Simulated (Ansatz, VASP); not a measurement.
CdSe: VASP beside Ansatz

```
Cd Se
1.0
     0.00000    3.02523    3.16238
     3.02523    0.00000    3.16238
     3.02523    3.02523    0.00000
Cd Se
1 1
Direct
  0.00000 0.00000 0.00000
  0.25000 0.25000 0.25000
```

Change from the starting cell: z stretched by +3 % at fixed volume, crystal datasets.

Alike in both runs: task electric field gradients; functional PBE; k mesh 8 × 8 × 8; occupations fermi-dirac, width 0.03 eV; no spin polarisation.

|  | VASP | Ansatz |
| --- | --- | --- |
| version | VASP 6.6.1 | Ansatz 0.2.0 |
| potentials or method | VASP PAW PBE potentials, release 64 (Cd, Se), cutoff 520 eV | all-electron PAW with datasets made for the crystal, scalar-relativistic |

Ansatz gave:

| Item | Value |
| --- | --- |
| pressure (GPa) | 1.3 |
| largest component of the traceless stress (GPa) | 0.53 |
| Vzz of the field gradient on the site that differs most (V/Å²) | -13.5 |

Question: Estimate VASP's values.

Answer: Pressure (GPa): 1.5; largest component of the traceless stress (GPa): 0.52; Vzz of the field gradient on the site that differs most (V/Å²): -12.7.

Ansatz ran all-electron here, so the differences hold the error of VASP's frozen core and of both bases. Ansatz warned: «gradients_without_spin_orbit».
